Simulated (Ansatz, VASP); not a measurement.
CoSi2 in VASP and in Ansatz

Contents of INCAR:

```
PREC = Accurate
ENCUT = 520
EDIFF = 1E-6
ISMEAR = 0
SIGMA = 0.15
LREAL = F
LASPH = T
NELM = 80
ALGO = Normal
ISIF = 2
LWAVE = F
LCHARG = T
GGA = PE
LELF = T
LVHAR = T
NBANDS = 16
```

File KPOINTS:

```
Automatic mesh
0
Gamma
  16 16 16
```

The input POSCAR:

```
CoSi2
1.0
    0.0000000000      2.7100883722      2.7100883722
    2.6799390578      0.0301493144      2.6799390578
    2.6799390578      2.6799390578      0.0301493144
Co Si
1 2
Direct
    0.0000000000      0.0000000000      0.0000000000
    0.2500000000      0.2500000000      0.2500000000
    0.7500000000      0.7500000000      0.7500000000
```

Input for Ansatz:

```yaml
crystal:
  lattice:
    - [0.0, 2.7100883722, 2.7100883722]
    - [2.6799390578, 0.0301493144, 2.6799390578]
    - [2.6799390578, 2.6799390578, 0.0301493144]
  atoms:
    - { symbol: Co, position: [0.0, 0.0, 0.0] }
    - { symbol: Si, position: [0.25, 0.25, 0.25] }
    - { symbol: Si, position: [0.75, 0.75, 0.75] }
basis:
  ecutwfc: 420
kpoints:
  mp_grid: { grid: [16, 16, 16] }
hamiltonian:
  xc: pbe
scf:
  occupations: { method: gaussian, width: 0.15 }
output:
  forces: true
  stress: true
  eigenvalues: true
```

Change from the starting cell: strain +0.0225 x Voigt [0, 0, 0, 1, 0, 0], atoms carried along.

Alike in both runs: task single point; functional PBE; k mesh 16 × 16 × 16; occupations gaussian, width 0.15 eV; no spin polarisation.

|  | VASP | Ansatz |
| --- | --- | --- |
| version | VASP 6.6.1 | Ansatz 0.2.0 |
| potentials or method | VASP PAW PBE potentials, release 64 (Co, Si) | scalar-relativistic, plane waves, PAW |
| plane-wave cutoff (eV) | 520 | 420 |
| valence electrons in the cell | 17 | 25 |

|  | VASP | Ansatz | Ansatz less VASP |
| --- | --- | --- | --- |
| gap on the k mesh at the Fermi level (eV) | none | none | - |
| pressure (GPa) | -0.1 | 0.1 | +0.24 |
| largest component of the traceless stress (GPa) | 3.37 | 3.38 | +0.004 |
| rms of the force components (eV/Å) | 0.095 | 0.095 | -0.0001 |

Atom by atom the forces differ by 0.000 eV/Å (rms over components). A gap of «none» marks a metal or a gap that the smearing closes. The two sets of potentials don't hold the same shells in valence.

Spin polarisation is off, so any magnetic state and its effect on volume and gap are missing.
